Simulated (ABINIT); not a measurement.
# GaAs: single point with PBE

**What was measured.**

From “Evidence of valence band perturbations in GaAsN/GaAs(001): A combined variable-angle spectroscopic ellipsometry and modulated photoreflectance investigation”, 2008, arxiv:0805.2212, for a bulk crystal of GaAs at 300 K: band gap 1.418 ± 0.005 eV (direct).

The system is GaAs.

```
As Ga
1.0
     0.00000    2.82685    2.82685
     2.82685    0.00000    2.82685
     2.82685    2.82685    0.00000
As Ga
1 1
Direct
  0.75000 0.75000 0.75000
  0.00000 0.00000 0.00000
```

```yaml
Program: ABINIT 10.8.3 (patched build)
Task: single point
Functional: PBE
Potentials_or_basis: SPMS NC PBE v1.0
Cutoff: 816 eV
k_mesh: 6 × 6 × 6
Occupations: fermi-dirac, width 0.05 eV
Spin: no spin polarisation
```

```
Band gap on the k mesh                                : 0.51 eV, direct
Valence electrons inside the program's atomic spheres : As 12.38; Ga 10.82
```

Levels at points of the mesh, in eV from the valence-band top:
| k point | band 11 | band 12 | band 13 | band 14 | band 15 | band 16 | band 17 | band 18 |
| --- | --- | --- | --- | --- | --- | --- | --- | --- |
| (0.00, 0.00, 0.00) | -12.73 | 0.00 | 0.00 | 0.00 | 0.51 | 3.74 | 3.74 | 3.74 |
| (0.50, 0.00, 0.00) | -10.97 | -6.64 | -1.14 | -1.14 | 1.00 | 4.65 | 4.65 | 7.77 |
| (0.50, 0.50, 0.00) | -10.23 | -6.82 | -2.68 | -2.68 | 1.47 | 1.66 | 10.18 | 10.18 |

Wall time 19 s on 1 thread of Arm Neoverse V2, with other jobs on the host, peak memory 0.08 GiB.

Against the measured gap of GaAs, 1.418 eV (direct; 300 K; “Evidence of valence band perturbations in GaAsN/GaAs(001): A combined variable-angle spectroscopic ellipsometry and modulated photoreflectance investigation”, 2008, arxiv:0805.2212), the calculated 0.51 eV is off by -0.91 eV. 3 values of this kind are on record (1.412 to 1.51 eV); this one was drawn at random among those near their median, those with a stated uncertainty first. Spin-orbit coupling on As, Ga is left out. The value is that of PBE on a finite k mesh, which can miss the band edges, without temperature or zero-point motion. Semilocal functionals fall short of measured gaps as a rule.
